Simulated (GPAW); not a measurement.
Something may be wrong with this GPAW 26.7.0 calculation of Tb.

Contents of run.py:

```python
import spglib
from ase import Atoms
from ase.dft.bandgap import bandgap
from ase.io import read, write
from ase.units import GPa
from gpaw import GPAW, PW

atoms = read('Tb.cif')
cell, positions, numbers = spglib.find_primitive(
    (atoms.cell[:], atoms.get_scaled_positions(), atoms.numbers), symprec=1e-4)
atoms = Atoms(numbers, cell=cell, scaled_positions=positions, pbc=True)
atoms.set_initial_magnetic_moments([-4.85])

calc = GPAW(mode=PW(800),
            xc='MGGA_X_R4SCAN+MGGA_C_R2SCAN',
            kpts={'size': (5, 5, 5), 'gamma': True},
            occupations={'name': 'fermi-dirac', 'width': 0.05},
            setups={'Tb': ':f,4.0'},
            nbands=21,
            convergence={'density': 1e-05, 'energy': 1e-05},
            charge=-4,
            maxiter=80,
            txt='gpaw.txt')
atoms.calc = calc
energy = atoms.get_potential_energy()
forces = atoms.get_forces()
stress = atoms.get_stress()
calc.write('gs.gpw')
write('result.traj', atoms)
print(f'Energy: {energy:.6f} eV')
print('Forces (eV/A):')
print(forces.round(4))
print('Stress (GPa):', (stress / GPa).round(3))
print('Moments:', calc.get_magnetic_moments().round(3))
print('Fermi level:', round(calc.get_fermi_level(), 4), 'eV')
print(f'Gap: {bandgap(calc)[0]:.4f} eV, direct: {bandgap(calc, direct=True)[0]:.4f} eV')
```

Contents of Tb.cif:

```cif
data_Tb
_cell_length_a 4.02000000
_cell_length_b 4.02000000
_cell_length_c 4.02000000
_cell_angle_alpha 90.00000000
_cell_angle_beta 90.00000000
_cell_angle_gamma 90.00000000
_space_group_name_H-M_alt 'Im-3m'
_space_group_name_Hall '-I 4 2 3'
_space_group_IT_number 229
loop_
_space_group_symop_operation_xyz
'x,y,z'
'-x,-y,-z'
'-y,x,z'
'y,-x,-z'
'-x,-y,z'
'x,y,-z'
'y,-x,z'
'-y,x,-z'
'x,-y,-z'
'-x,y,z'
'-y,-x,-z'
'y,x,z'
'-x,y,-z'
'x,-y,z'
'y,x,-z'
'-y,-x,z'
'z,x,y'
'-z,-x,-y'
'z,-y,x'
'-z,y,-x'
'z,-x,-y'
'-z,x,y'
'z,y,-x'
'-z,-y,x'
'-z,x,-y'
'z,-x,y'
'-z,-y,-x'
'z,y,x'
'-z,-x,y'
'z,x,-y'
'-z,y,x'
'z,-y,-x'
'y,z,x'
'-y,-z,-x'
'x,z,-y'
'-x,-z,y'
'-y,z,-x'
'y,-z,x'
'-x,z,y'
'x,-z,-y'
'-y,-z,x'
'y,z,-x'
'-x,-z,-y'
'x,z,y'
'y,-z,-x'
'-y,z,x'
'x,-z,y'
'-x,z,-y'
'x+1/2,y+1/2,z+1/2'
'-x+1/2,-y+1/2,-z+1/2'
'-y+1/2,x+1/2,z+1/2'
'y+1/2,-x+1/2,-z+1/2'
'-x+1/2,-y+1/2,z+1/2'
'x+1/2,y+1/2,-z+1/2'
'y+1/2,-x+1/2,z+1/2'
'-y+1/2,x+1/2,-z+1/2'
'x+1/2,-y+1/2,-z+1/2'
'-x+1/2,y+1/2,z+1/2'
'-y+1/2,-x+1/2,-z+1/2'
'y+1/2,x+1/2,z+1/2'
'-x+1/2,y+1/2,-z+1/2'
'x+1/2,-y+1/2,z+1/2'
'y+1/2,x+1/2,-z+1/2'
'-y+1/2,-x+1/2,z+1/2'
'z+1/2,x+1/2,y+1/2'
'-z+1/2,-x+1/2,-y+1/2'
'z+1/2,-y+1/2,x+1/2'
'-z+1/2,y+1/2,-x+1/2'
'z+1/2,-x+1/2,-y+1/2'
'-z+1/2,x+1/2,y+1/2'
'z+1/2,y+1/2,-x+1/2'
'-z+1/2,-y+1/2,x+1/2'
'-z+1/2,x+1/2,-y+1/2'
'z+1/2,-x+1/2,y+1/2'
'-z+1/2,-y+1/2,-x+1/2'
'z+1/2,y+1/2,x+1/2'
'-z+1/2,-x+1/2,y+1/2'
'z+1/2,x+1/2,-y+1/2'
'-z+1/2,y+1/2,x+1/2'
'z+1/2,-y+1/2,-x+1/2'
'y+1/2,z+1/2,x+1/2'
'-y+1/2,-z+1/2,-x+1/2'
'x+1/2,z+1/2,-y+1/2'
'-x+1/2,-z+1/2,y+1/2'
'-y+1/2,z+1/2,-x+1/2'
'y+1/2,-z+1/2,x+1/2'
'-x+1/2,z+1/2,y+1/2'
'x+1/2,-z+1/2,-y+1/2'
'-y+1/2,-z+1/2,x+1/2'
'y+1/2,z+1/2,-x+1/2'
'-x+1/2,-z+1/2,-y+1/2'
'x+1/2,z+1/2,y+1/2'
'y+1/2,-z+1/2,-x+1/2'
'-y+1/2,z+1/2,x+1/2'
'x+1/2,-z+1/2,y+1/2'
'-x+1/2,z+1/2,-y+1/2'
loop_
_atom_site_label
_atom_site_type_symbol
_atom_site_symmetry_multiplicity
_atom_site_Wyckoff_symbol
_atom_site_fract_x
_atom_site_fract_y
_atom_site_fract_z
_atom_site_occupancy
Tb1 Tb 2 a 0.0000000000 0.0000000000 0.0000000000 1
```

Potentials or basis: GPAW PAW data sets (gpaw-data 1.2.1), pw.

The run is started by

```console
$ OMP_NUM_THREADS=1 python run.py
```

gpaw.txt:

```text
__  _  _
 | _ |_)|_||  |
 |__||  | ||/\| - 26.7.0

Input parameters:
  mode=PW(ecut=800.0),
  charge=-4,
  convergence={'density': 1e-05, 'energy': 1e-05},
  kpts=MonkhorstPack(size=(5, 5, 5), gamma=True),
  maxiter=80,
  nbands=21,
  occupations=Occupations(name='fermi-dirac', width=0.05),
  setups={'Tb': ':f,4.0'},
  xc=XC(name='MGGA_X_R4SCAN+MGGA_C_R2SCAN')

Diagonalizing LCAO Hamiltonian
Converting LCAO to pw mode

       Tb

Atoms  # Å, Bohr magnetons
|   | symbol |        x |        y |        z |    initial magnetic moments |
|---|--------|----------|----------|----------|-----------------------------|
| 0 |     Tb | 0.000000 | 0.000000 | 0.000000 | ( 0.0000,  0.0000, -4.8500) |

Unit cell  # Å
| periodic |         x |         y |         z |  lengths |     angles |
|----------|-----------|-----------|-----------|----------|------------|
|      yes | -2.010000 |  2.010000 |  2.010000 | 3.481422 | 109.471221 |
|      yes |  2.010000 | -2.010000 |  2.010000 | 3.481422 | 109.471221 |
[... 181 lines left out ...]
|iter:  68| |    8.706635c| -6.80 | -4.90 |  -0.6170|
|iter:  69| |    8.706636c| -7.12 | -5.02c|  -0.6170|
|iter:  70| |    8.706635c| -7.26 | -5.16c|  -0.6170|
|iter:  71| |    8.706635c| -7.44c| -5.45c|  -0.6170|

Converged in 71 steps
Energy contributions relative to reference atoms: (reference = -318615.246617)

Energy contributions:
  Kinetic:         126.497588
  Coulomb:         -45.110789
  Zero:              0.470664
  External:          0.000000
  Xc:              -73.137552
  Entropy:          -0.026551
  Spinorbit:         0.000000
  ----------------------------
  Free energy:       8.693360
  Extrapolated:      8.706635

dipole moment: (-14.667009, -14.667009, -14.667009)  # |e|*Ang

Total magnetic moment: (0.000000, 0.000000, -0.616983)

Local magnetic moments
|        x |        y |         z |
|----------|----------|-----------|
| 0.000000 | 0.000000 | -0.636595 |  # Tb   0

Fermi level: 9.684
[... 24 lines left out ...]
Forces  # eV/Ang
|       x |        y |       z |
|---------|----------|---------|
| 0.00000 | -0.00000 | 0.00000 |  # Tb   0

Stress tensor  # eV/Ang^3
|         x |         y |         z |
|-----------|-----------|-----------|
| -1.301200 |  0.000000 | -0.000000 |
|  0.000000 | -1.301200 | -0.000000 |
| -0.000000 | -0.000000 | -1.301200 |

# Writing to gs.gpw (mode='')
```

On the terminal:

```text
Energy: 8.706635 eV
Forces (eV/A):
[[ 0. -0.  0.]]
Stress (GPa): [-208.475 -208.475 -208.475   -0.      -0.       0.   ]
Moments: [-0.637]
Fermi level: 9.6842 eV
[... 2 lines left out ...]
```

What happened, and what is wrong with the input?

Self-consistency was reached. The input holds a flaw that was put in on purpose: cell charged by several electrons (charge = -4). The program doesn't stop on it, so the numbers can't be trusted though the run ends normally.
